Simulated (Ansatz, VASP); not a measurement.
## Si in VASP and in Ansatz

```
CELL_PARAMETERS angstrom
3.84720 0.00000 0.00000
-1.92360 3.33177 0.00000
0.00000 0.00000 28.00000
ATOMIC_POSITIONS crystal
Si 0.33333 0.66667 0.50843
Si 0.66667 0.33333 0.49157
```

The cell was built by a generator and needn't be a form met in nature.

Alike in both runs: functional PBE; dispersion D3(BJ); k mesh 15 × 15 × 1; occupations gaussian, width 0.1 eV; no spin polarisation.

Ansatz relaxed the structure, and its values are those at the end. VASP's run is a single point on that final structure, the one shown.

|  | VASP | Ansatz |
| --- | --- | --- |
| version | VASP 6.6.1 | Ansatz 0.2.0 |
| potentials or method | VASP PAW PBE potentials, release 64 (Si) | scalar-relativistic, plane waves, PAW |
| plane-wave cutoff (eV) | 520 | 420 |
| valence electrons in the cell | 8 | 8 |

Ansatz gave:

| Property | Result |
| --- | --- |
| gap on the k mesh at the Fermi level (eV) | none |
| rms of the force components (eV/Å) | 0.001 |
| work function, face that differs most (eV) | 4.59 |

Task: What did VASP give for the same quantities?

Result: gap on the k mesh at the Fermi level (eV): none; rms of the force components (eV/Å): 0.003; work function, face that differs most (eV): 4.59.

A gap of «none» marks a metal or a gap that the smearing closes.
